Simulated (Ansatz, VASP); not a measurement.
# C: VASP beside Ansatz

File INCAR:

```
PREC     = Accurate       # precision mode
ENCUT    = 520            # plane-wave cutoff, eV
EDIFF    = 1E-7           # SCF threshold, eV
ISMEAR   = 0              # smearing method
SIGMA    = 0.05           # smearing width, eV
LREAL    = False          # projectors in reciprocal space
LASPH    = True           # aspherical terms in the spheres
NELM     = 100            # most SCF steps
ALGO     = Normal         # electronic algorithm
ISIF     = 2              # what is computed and relaxed
LWAVE    = False          # write WAVECAR
LCHARG   = True           # write CHGCAR
GGA      = PE             # functional
IVDW     = 12             # dispersion correction
LELF     = True           # ELF
LVHAR    = True         
NBANDS   = 11             # bands
```

File KPOINTS:

```
regular mesh
0
Gamma
  15 15 15
```

The input POSCAR:

```
C
1.0
    1.2530811925      0.7234667638      3.4175230126
   -1.2530811925      0.7234667638      3.4175230126
    0.0000000000     -1.4469335276      3.4175230125
C
2
Direct
    0.1590590155      0.1590590155      0.1590590155
    0.8409409845      0.8409409845      0.8409409845
```

Input for Ansatz:

```yaml
crystal:
  lattice:
    - [1.2530811925, 0.7234667638, 3.4175230126]
    - [-1.2530811925, 0.7234667638, 3.4175230126]
    - [0.0, -1.4469335276, 3.4175230125]
  atoms:
    - { symbol: C, position: [0.1590590155, 0.1590590155, 0.1590590155] }
    - { symbol: C, position: [0.8409409845, 0.8409409845, 0.8409409845] }
basis:
  ecutwfc: 520.0
kpoints:
  mp_grid: { grid: [15, 15, 15] }
hamiltonian:
  xc: pbe
  dispersion: d3bj
scf:
  occupations: { method: gaussian, width: 0.05 }
output:
  forces: true
  stress: true
  eigenvalues: true
```

Change from the starting cell: mode 4 frozen in at -0.076 Å, equal normal strain along x, y and z +0.0167.

Alike in both runs: task single point; functional PBE; dispersion D3(BJ); k mesh 15 × 15 × 15; occupations gaussian, width 0.05 eV; no spin polarisation.

```csv
,VASP,Ansatz
version,VASP 6.6.1,Ansatz 0.2.0
potentials or method,"VASP PAW PBE potentials, release 64 (C)","scalar-relativistic, plane waves, PAW"
plane-wave cutoff (eV),520,520
valence electrons in the cell,8,8
```

VASP gave:

```
gap on the k mesh at the Fermi level (eV)       : 0.86
least direct gap on the mesh (eV)               : 0.86
pressure (GPa)                                  : -13.8
largest component of the traceless stress (GPa) : 9.46
rms of the force components (eV/Å)              : 1.474
```

Q: Estimate Ansatz's values.

A: gap on the k mesh at the Fermi level (eV): 0.86; least direct gap on the mesh (eV): 0.86; pressure (GPa): -14.2; largest component of the traceless stress (GPa): 9.92; rms of the force components (eV/Å): 1.479.

Atom by atom the forces differ by 0.005 eV/Å (rms over components).

Caveats: an odd mesh through Γ misses points on the zone boundary, where band edges often lie; forces of over 1 eV/Å show positions far from the minimum, so gaps and moduli don't describe the material at rest.
